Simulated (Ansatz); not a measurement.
# MnO (Cm) in Ansatz: a series of runs

One crystal, MnO, is run at these levels: LDA; tasks: single point, equation of state.

All numbers are computed with Ansatz 0.2.0; they aren't measurements. Logs are shortened: lines on timing, memory, paths and dates and some standing lists are left out, and cuts for length are marked.

**1. Starting point**

Symmetry: Cm, No. 8, monoclinic system. The conventional cell has a = 5.943 Å, b = 3.434 Å, c = 3.440 Å, α = 90.00°, β = 125.23°, γ = 90.00°. Around Mn (site symmetry m) lie 4 O at 2.10 Å. Around O (site symmetry m) lie 4 Mn at 2.10 Å.

The cell comes from a database or a generator and needn't be the stable form of this composition.

**2. Single point, LDA, collinear spin, ferromagnetic start, 13.48 Å³/atom (volume scaled by 0.94)**

The input, input.yaml:

```yaml
crystal:
  lattice:
    - [2.9106378538, -1.6819311089, 0.0]
    - [2.9106378538, 1.6819311089, 0.0]
    - [-1.9441147575, 0.0, 2.7529398993]
  atoms:
    - { symbol: Mn, position: [0.500199, 0.500199, 0.500665], spin: 4.0 }
    - { symbol: O, position: [0.7498025, 0.7498025, 0.249336] }
hamiltonian:
  xc: lda
  pseudopotentials: { kind: paw }
magnetization:
  spin_polarized: true
kpoints:
  mp_grid: { grid: [9, 9, 9] }
scf:
  occupations: { method: fermi_dirac, width: 0.05 }
output:
  forces: true
  stress: true
  eigenvalues: true
```

Potentials or basis: Ansatz PAW.

Launch:

```sh
ansatz run input.yaml --threads 2 --pin off --max-ram 5632MiB --backend cpu --events-out ev --progress --plain --runs-dir out
```

What it wrote:

```text
Warning: RAYON_NUM_THREADS=2 ignored (pool sized by the plan → 2); use --threads N
Engine: ansatz 0.2.0, aarch64-unknown-linux-gnu
Pseudopotentials: kind: paw
Pseudopotential: Mn, paw, valence charge 15, recommended cutoff 420 eV (normal), Mn.paw.azcp
Pseudopotential: O, paw, valence charge 6, recommended cutoff 420 eV (normal), O.paw.azcp
Functional definition: SPW92
  exchange = slater_x
  correlation = pw_c
Crystal: 2 atoms, lattice volume = 26.954 Å³
Basis set: ecut = 420 eV, 531 PW (Γ)
Bands: 17, of which v1, the nominal top of the filled ones, is band 11 counted from 1 (10 counted from 0)
Symmetry: 2 space group operations
Space group: Cm (ITA 8), of the structure as read, at distance tolerance 3.0e-5 Å
Magnetic group: BNS 8.32 (UNI 39), of the structure as read, at distance tolerance 3.0e-5 Å
k-points: 205 of 729 (time reversal used)
Non-local potential: Mn, projectors of the file, l = 0: 3, l = 1: 2, l = 2: 3, l = 3: 1
Non-local potential: O, projectors of the file, l = 0: 2, l = 1: 2, l = 2: 1
PAW form: soft (Blöchl's): semilocal exchange-correlation on the pseudo side does not see the compensation charge
PAW frozen core: Mn, regenerated for the run's functional, and the local potential with it (the file was generated under x = pbe(κ = 0.804, μ = 0.2195149727645171), c = pbe(β = 0.06672455060314922))
PAW frozen core: O, regenerated for the run's functional, and the local potential with it (the file was generated under x = pbe(κ = 0.804, μ = 0.2195149727645171), c = pbe(β = 0.06672455060314922))
PAW one-centre angular grid: Mn, 590 points (default); XC on 64 Gauss nodes
PAW one-centre angular grid: O, 110 points (default); XC on 64 Gauss nodes
Initial density: superposition of atomic densities (chi_scale 0.1, normalization cell, long waves kept (reshape's long-wave potential 0.00 eV rms))
Starting moments: Σ|m| = 4 μB on 1 of 2 sites
Initial wavefunctions: pseudopotential atomic-orbital guess
Functional: x = slater, c = lda
SCF iter   1: F=—  HF=-4396.120559 eV  |F-HF|=—  |Δ(HF+E_count)|=         —  Δρ=1.22e-1 (↑1.22e-1 ↓5.78e-2)  dr2=5.60e0  dr2_m=7.64e-1  M=4.582 μB ∫|m|=4.582 μB  β_m=0.30  ethr=3.10e-3  ⟨swp⟩=4.5  Hψ=29532  notcnv=0
Mixer restart at iter 1: flushing history
preconditioner: auto → none  [metal: Δε(μ)=0.001 eV  Ē_g=11.809 eV  σ=0.050 eV  W_gap=0.00  n_scr=8 (ndim 8)  ℏωp=25.8 eV  f_vac=0.000  D(μ)=1.47/eV (n_scr^D=14)  sad-step TF]
SCF iter   2: F=—  HF=-4395.839112 eV  |F-HF|=—  |Δ(HF+E_count)|=   2.81e-1  Δρ=7.21e-2 (↑7.21e-2 ↓2.97e-2)  dr2=1.16e0  dr2_m=5.05e-1  M=4.822 μB ∫|m|=4.822 μB  β_m=0.44  ethr=3.10e-3  ⟨swp⟩=3.2  Hψ=16786  notcnv=0  defer=354
SCF iter   3: F=—  HF=-4395.817316 eV  |F-HF|=—  |Δ(HF+E_count)|=   2.18e-2  Δρ=2.43e-2 (↑1.85e-2 ↓2.43e-2)  dr2=4.14e-1  dr2_m=1.01e-2  M=4.579 μB ∫|m|=4.579 μB  β_m=0.40  ethr=3.10e-3  ⟨swp⟩=2.9  Hψ=13908  notcnv=0  defer=416
SCF iter   4: F=—  HF=-4395.752795 eV  |F-HF|=—  |Δ(HF+E_count)|=   6.45e-2  Δρ=9.70e-3 (↑9.70e-3 ↓8.30e-3)  dr2=2.97e-2  dr2_m=1.13e-2  M=4.791 μB ∫|m|=4.791 μB  β_m=0.49  ethr=1.97e-3  ⟨swp⟩=2.2  Hψ=11482  notcnv=0  defer=424
SCF iter   5: F=—  HF=-4395.741871 eV  |F-HF|=—  |Δ(HF+E_count)|=         —  Δρ=3.79e-3 (↑3.79e-3 ↓2.43e-3)  dr2=3.15e-3  dr2_m=7.64e-4  M=4.747 μB ∫|m|=4.747 μB  β_m=0.49  ethr=1.41e-4  ⟨swp⟩=2.2  Hψ=13127  notcnv=0  defer=469
Mixer restart at iter 5: flushing history
SCF iter   6: F=—  HF=-4395.743848 eV  |F-HF|=—  |Δ(HF+E_count)|=   1.98e-3  Δρ=3.03e-3 (↑3.03e-3 ↓2.04e-3)  dr2=1.13e-3  dr2_m=1.38e-3  M=4.787 μB ∫|m|=4.787 μB  β_m=0.48  ethr=1.50e-5  ⟨swp⟩=2.0  Hψ=13130  notcnv=0  defer=466
SCF iter   7: F=—  HF=-4395.746220 eV  |F-HF|=—  |Δ(HF+E_count)|=   2.37e-3  Δρ=1.64e-3 (↑1.27e-3 ↓1.64e-3)  dr2=3.36e-4  dr2_m=4.27e-4  M=4.787 μB ∫|m|=4.787 μB  β_m=0.34  ethr=5.36e-6  ⟨swp⟩=2.0  Hψ=9444  notcnv=0  defer=466
SCF iter   8: F=—  HF=-4395.747754 eV  |F-HF|=—  |Δ(HF+E_count)|=   1.53e-3  Δρ=1.21e-3 (↑1.21e-3 ↓9.87e-4)  dr2=9.49e-5  dr2_m=2.79e-4  M=4.797 μB ∫|m|=4.797 μB  β_m=0.55  ethr=1.60e-6  ⟨swp⟩=2.0  Hψ=10800  notcnv=0  defer=466
SCF iter   9: F=—  HF=-4395.748174 eV  |F-HF|=—  |Δ(HF+E_count)|=   4.20e-4  Δρ=5.02e-4 (↑5.02e-4 ↓4.73e-4)  dr2=4.13e-5  dr2_m=5.04e-5  M=4.806 μB ∫|m|=4.806 μB  β_m=0.58  ethr=4.52e-7  ⟨swp⟩=2.0  Hψ=11539  notcnv=0  defer=466
SCF iter  10: F=—  HF=-4395.748178 eV  |F-HF|=—  |Δ(HF+E_count)|=   4.05e-6  Δρ=1.23e-4 (↑1.23e-4 ↓6.45e-5)  dr2=1.17e-6  dr2_m=2.04e-6  M=4.807 μB ∫|m|=4.807 μB  β_m=0.79  ethr=1.97e-7  ⟨swp⟩=2.0  Hψ=9609  notcnv=0  defer=466
SCF iter  11: F=—  HF=-4395.748178 eV  |F-HF|=—  |Δ(HF+E_count)|=   2.82e-7  Δρ=8.68e-6 (↑8.68e-6 ↓4.81e-6)  dr2=1.23e-8  dr2_m=9.50e-9  M=4.807 μB ∫|m|=4.807 μB  β_m=0.75  ethr=5.58e-9  ⟨swp⟩=2.3  Hψ=9826  notcnv=0  defer=466
SCF iter  12: F=-4395.748178 eV  HF=-4395.748178 eV  |F-HF|=4.40e-9  |Δ(HF+E_count)|=   1.97e-9  Δρ=4.21e-6 (↑1.54e-6 ↓4.21e-6)  dr2=6.22e-9  dr2_m=9.78e-10  M=4.807 μB ∫|m|=4.807 μB  ethr=5.83e-11  ⟨swp⟩=4.5  Hψ=25712  notcnv=0
SCF 1 converged in 12 iterations: F = -4395.748178 eV  dr2 = 6.22e-9
SCF converged after 12 iterations
Magnetization: 4.8068 μB (12.9034 up, 8.0966 down)
Absolute magnetization: 4.8068 μB (∫|ρ↑−ρ↓|, with the PAW one-centre terms)
Spin contamination: 0.0113 ħ² per cell (⟨S²⟩ above its minimum at these occupations)
Per-site moments (μB) at R_I (Å): [(3.823598467918226, 0.8500501543680519), (0.21475141898577202, 0.8500501543680519)]
Free energy (F): -4395.748178 eV
Harris-Foulkes:  -4395.748178 eV  (|F-HF|=4.40e-9)
Internal energy: -4395.737846 eV  (E = F + TS)
E sigma→0 (E₀):  -4395.743012 eV
Entropy (-TS):   -0.010331 eV (-5.166 meV/atom)
Fermi energy:    9.789136 eV
--- Per-component energies (eV) ---
  E_band       = -316.660960
  E_kinetic    = 471.294546
  E_local      = -2620.135269  (includes V_loc(G=0)·N_el)
  E_nonlocal   = 306.399152
  E_hartree    = 1051.294724
  E_xc         = -181.389725
  E_vxc        = -233.328269  (∫ρ·V_xc dr)
  E_paw        = -1395.118101  (= ΣΔE_a)
  E_vpaw       = -343.485685  (= ΣTr[D̂ρ^β])
  E_aug_tail   = 0.002415  (compensation charges beyond the density's cutoff)
  E_ewald      = -2028.566463
  E_core_change = 0.480875  (= ΣΔE_core)
  E_smearing   = -0.010331  (= −TS)
  E_closure    = 0.000000  (closes the sum)
  Σ components = -4395.748178   (vs F -4395.748178, Δ=0.00e0)
--- Forces (eV/Å), atoms counted from 1 ---
  atom   1  Mn     0.00114094    -0.00000000    -0.00170031
  atom   2  O     -0.00114169    -0.00000000     0.00170120
  max |Σ_I F_I| component: 8.90e-7 eV/Å
--- Stress (GPa, compression-positive) ---
       -9.434061       0.000000       0.029078
        0.000000      -9.452215       0.000000
        0.029078       0.000000      -9.672477
  P = ⅓ Tr σ = -9.5196 GPa (-95.196 kbar)
--- Band table (eV; the first three rows and the last of 410) ---
  k-point 0 ↑: bands = ["-70.9646", "-40.0633", "-40.0632", "-40.0627", "-9.6616", "3.7501", "3.7635", "3.7662", "7.2759", "7.2795", "8.5572", "10.0689", "10.0693", "10.0754", "21.8398", "21.9123", "21.9140"]
  k-point 1 ↑: bands = ["-70.9643", "-40.0665", "-40.0638", "-40.0638", "-9.6057", "3.5577", "3.8063", "3.8093", "7.2567", "7.2599", "8.8877", "10.0031", "10.0034", "10.0094", "20.6884", "21.9959", "21.9972"]
  k-point 2 ↑: bands = ["-70.9635", "-40.0761", "-40.0653", "-40.0652", "-9.4631", "3.2153", "3.9086", "3.9123", "7.2448", "7.2470", "8.8124", "9.8072", "9.8082", "10.6845", "18.6691", "22.0134", "22.0234"]
  k-point 204 ↓: bands = ["-66.4638", "-35.7254", "-35.6938", "-35.6906", "-8.6806", "3.7825", "5.0733", "5.2269", "10.7876", "11.2222", "11.2804", "12.3342", "12.4629", "15.3389", "16.6935", "21.8380", "22.9687"]
```

Wall time 15 s (2 threads of Arm Neoverse V1, shared host); peak memory 0.45 GiB.

What came out:

```
Free energy            : -4395.7482 eV
Pressure               : -9.5 GPa
Band gap on the k mesh : none (metal or under the smearing width)
Net moment             : 4.81 μB per cell
Absolute moment        : 4.81 μB per cell
Site moments           : Mn +3.82; O +0.21 μB
```

Caveat: the pressure holds a Pulay correction of +0.6 GPa for the finite cutoff; a cell with one magnetic atom can't hold antiferromagnetic order, which such compounds often take; semilocal functionals often make such compounds metallic where correlation or magnetic order opens a gap, which also shifts bond lengths; the PAW data sets come from PBE, with cores solved anew for the run's functional, which leaves a small shift of forces and pressure.

**3. Single point, LDA, collinear spin, ferromagnetic start, 13.76 Å³/atom (volume scaled by 0.96)**

Changes to input.yaml since step 2:

```diff
@@ -2,5 +2,5 @@
   lattice:
-    - [2.9106378538, -1.6819311089, 0.0]
-    - [2.9106378538, 1.6819311089, 0.0]
-    - [-1.9441147575, 0.0, 2.7529398993]
+    - [2.9311359788, -1.6937760844, 0.0]
+    - [2.9311359788, 1.6937760844, 0.0]
+    - [-1.9578061576, 0.0, 2.7723274387]
   atoms:
```

Potentials or basis: Ansatz PAW.

Launch:

```sh
ansatz run input.yaml --threads 2 --pin off --max-ram 5632MiB --backend cpu --events-out ev --progress --plain --runs-dir out
```

Run time: 15 s. Hardware: 2 threads of Arm Neoverse V1, shared host; peak memory 0.47 GiB.

It converged, with:

```
Free energy            : -4395.7123 eV
Pressure               : -10.5 GPa
Band gap on the k mesh : none (metal or under the smearing width)
Net moment             : 4.88 μB per cell
Absolute moment        : 4.88 μB per cell
Site moments           : Mn +3.89; O +0.22 μB
```

Caveat: the pressure holds a Pulay correction of +0.6 GPa for the finite cutoff; a cell with one magnetic atom can't hold antiferromagnetic order, which such compounds often take; semilocal functionals often make such compounds metallic where correlation or magnetic order opens a gap, which also shifts bond lengths; the PAW data sets come from PBE, with cores solved anew for the run's functional, which leaves a small shift of forces and pressure.

**4. Single point, LDA, collinear spin, ferromagnetic start, 14.05 Å³/atom (volume scaled by 0.98)**

Changes to input.yaml since step 3:

```diff
@@ -2,5 +2,5 @@
   lattice:
-    - [2.9311359788, -1.6937760844, 0.0]
-    - [2.9311359788, 1.6937760844, 0.0]
-    - [-1.9578061576, 0.0, 2.7723274387]
+    - [2.9513513485, -1.7054576679, 0.0]
+    - [2.9513513485, 1.7054576679, 0.0]
+    - [-1.9713086957, 0.0, 2.7914475425]
   atoms:
```

Launch:

```sh
ansatz run input.yaml --threads 2 --pin off --max-ram 5632MiB --backend cpu --events-out ev --progress --plain --runs-dir out
```

Wall time 15 s (2 threads of Arm Neoverse V1, shared host); peak memory 0.47 GiB.

It converged, with:

| Property | Result |
| --- | --- |
| Free energy | -4395.6726 eV |
| Pressure | -11.7 GPa |
| Band gap on the k mesh | none (metal or under the smearing width) |
| Net moment | 4.94 μB per cell |
| Absolute moment | 4.94 μB per cell |
| Site moments | Mn +3.94; O +0.22 μB |

Caveat: the pressure holds a Pulay correction of +0.6 GPa for the finite cutoff; a cell with one magnetic atom can't hold antiferromagnetic order, which such compounds often take; semilocal functionals often make such compounds metallic where correlation or magnetic order opens a gap, which also shifts bond lengths; the PAW data sets come from PBE, with cores solved anew for the run's functional, which leaves a small shift of forces and pressure.

**5. Single point, LDA, collinear spin, ferromagnetic start, 14.34 Å³/atom**

Changes to input.yaml since step 4:

```diff
@@ -2,5 +2,5 @@
   lattice:
-    - [2.9513513485, -1.7054576679, 0.0]
-    - [2.9513513485, 1.7054576679, 0.0]
-    - [-1.9713086957, 0.0, 2.7914475425]
+    - [2.9712935166, -1.7169813801, 0.0]
+    - [2.9712935166, 1.7169813801, 0.0]
+    - [-1.9846287531, 0.0, 2.8103092467]
   atoms:
```

Launch:

```sh
ansatz run input.yaml --threads 2 --pin off --max-ram 5632MiB --backend cpu --events-out ev --progress --plain --runs-dir out
```

Wall time 15 s (2 threads of Arm Neoverse V1, shared host); peak memory 0.48 GiB.

It converged, with:

* Free energy: -4395.6286 eV
* Pressure: -12.9 GPa
* Band gap on the k mesh: none (metal or under the smearing width)
* Net moment: 4.97 μB per cell
* Absolute moment: 4.97 μB per cell
* Site moments: Mn +3.98; O +0.22 μB

Caveat: the pressure holds a Pulay correction of +0.6 GPa for the finite cutoff; a cell with one magnetic atom can't hold antiferromagnetic order, which such compounds often take; semilocal functionals often make such compounds metallic where correlation or magnetic order opens a gap, which also shifts bond lengths; the PAW data sets come from PBE, with cores solved anew for the run's functional, which leaves a small shift of forces and pressure.

**6. Single point, LDA, collinear spin, ferromagnetic start, 14.62 Å³/atom (volume scaled by 1.02)**

Changes to input.yaml since step 5:

```diff
@@ -2,5 +2,5 @@
   lattice:
-    - [2.9712935166, -1.7169813801, 0.0]
-    - [2.9712935166, 1.7169813801, 0.0]
-    - [-1.9846287531, 0.0, 2.8103092467]
+    - [2.9909715306, -1.7283524491, 0.0]
+    - [2.9909715306, 1.7283524491, 0.0]
+    - [-1.9977723729, 0.0, 2.8289211086]
   atoms:
```

Potentials or basis: Ansatz PAW.

Launch:

```sh
ansatz run input.yaml --threads 2 --pin off --max-ram 5632MiB --backend cpu --events-out ev --progress --plain --runs-dir out
```

Run time: 14 s. Hardware: 2 threads of Arm Neoverse V1, shared host; peak memory 0.48 GiB.

The run converged. Its results:

| Property | Result |
| --- | --- |
| Free energy | -4395.5798 eV |
| Pressure | -14.3 GPa |
| Largest force | 0.004 eV/Å |
| Band gap on the k mesh | none (metal or under the smearing width) |
| Net moment | 4.99 μB per cell |
| Absolute moment | 4.99 μB per cell |
| Site moments | Mn +4.00; O +0.22 μB |

Caveat: the pressure holds a Pulay correction of +0.6 GPa for the finite cutoff; a cell with one magnetic atom can't hold antiferromagnetic order, which such compounds often take; semilocal functionals often make such compounds metallic where correlation or magnetic order opens a gap, which also shifts bond lengths; the PAW data sets come from PBE, with cores solved anew for the run's functional, which leaves a small shift of forces and pressure.

**7. Single point, LDA, collinear spin, ferromagnetic start, 14.91 Å³/atom (volume scaled by 1.04)**

Changes to input.yaml since step 6:

```diff
@@ -2,5 +2,5 @@
   lattice:
-    - [2.9909715306, -1.7283524491, 0.0]
-    - [2.9909715306, 1.7283524491, 0.0]
-    - [-1.9977723729, 0.0, 2.8289211086]
+    - [3.0103939679, -1.7395758314, 0.0]
+    - [3.0103939679, 1.7395758314, 0.0]
+    - [-2.0107452843, 0.0, 2.8472912409]
   atoms:
```

Launch:

```sh
ansatz run input.yaml --threads 2 --pin off --max-ram 5632MiB --backend cpu --events-out ev --progress --plain --runs-dir out
```

Run time: 14 s. Hardware: 2 threads of Arm Neoverse V1, shared host; peak memory 0.48 GiB.

The run converged. Its results:

```
Free energy            : -4395.5263 eV
Pressure               : -15.6 GPa
Largest force          : 0.005 eV/Å
Band gap on the k mesh : none (metal or under the smearing width)
Net moment             : 5.00 μB per cell
Absolute moment        : 5.00 μB per cell
Site moments           : Mn +4.02; O +0.22 μB
```

Caveat: the pressure holds a Pulay correction of +0.6 GPa for the finite cutoff; a cell with one magnetic atom can't hold antiferromagnetic order, which such compounds often take; semilocal functionals often make such compounds metallic where correlation or magnetic order opens a gap, which also shifts bond lengths; the PAW data sets come from PBE, with cores solved anew for the run's functional, which leaves a small shift of forces and pressure.

**8. Single point, LDA, collinear spin, ferromagnetic start, 15.20 Å³/atom (volume scaled by 1.06)**

Changes to input.yaml since step 7:

```diff
@@ -2,5 +2,5 @@
   lattice:
-    - [3.0103939679, -1.7395758314, 0.0]
-    - [3.0103939679, 1.7395758314, 0.0]
-    - [-2.0107452843, 0.0, 2.8472912409]
+    - [3.0295689687, -1.750656231, 0.0]
+    - [3.0295689687, 1.750656231, 0.0]
+    - [-2.0235529244, 0.0, 2.8654273429]
   atoms:
```

Launch:

```sh
ansatz run input.yaml --threads 2 --pin off --max-ram 5632MiB --backend cpu --events-out ev --progress --plain --runs-dir out
```

Run time: 15 s. Hardware: 2 threads of Arm Neoverse V1, shared host; peak memory 0.48 GiB.

The run converged. Its results:

```
Free energy            : -4395.4682 eV
Pressure               : -16.8 GPa
Largest force          : 0.005 eV/Å
Band gap on the k mesh : none (metal or under the smearing width)
Net moment             : 5.00 μB per cell
Absolute moment        : 5.00 μB per cell
Site moments           : Mn +4.04; O +0.21 μB
```

Caveat: the pressure holds a Pulay correction of +0.6 GPa for the finite cutoff; a cell with one magnetic atom can't hold antiferromagnetic order, which such compounds often take; semilocal functionals often make such compounds metallic where correlation or magnetic order opens a gap, which also shifts bond lengths; the PAW data sets come from PBE, with cores solved anew for the run's functional, which leaves a small shift of forces and pressure.

**9. Equation of state, LDA, collinear spin, ferromagnetic start**

Potentials or basis: Ansatz PAW.

No new run: the results of the series are fitted here.

Results:

```yaml
Equilibrium_volume: outside the volumes run
```

Energy against volume, from the lowest point:
```tsv
volume (Å³/atom)	energy (meV/atom)
13.477	0.00
13.764	17.94
14.050	37.77
14.337	59.79
14.624	84.20
14.911	110.94
15.197	139.97
```
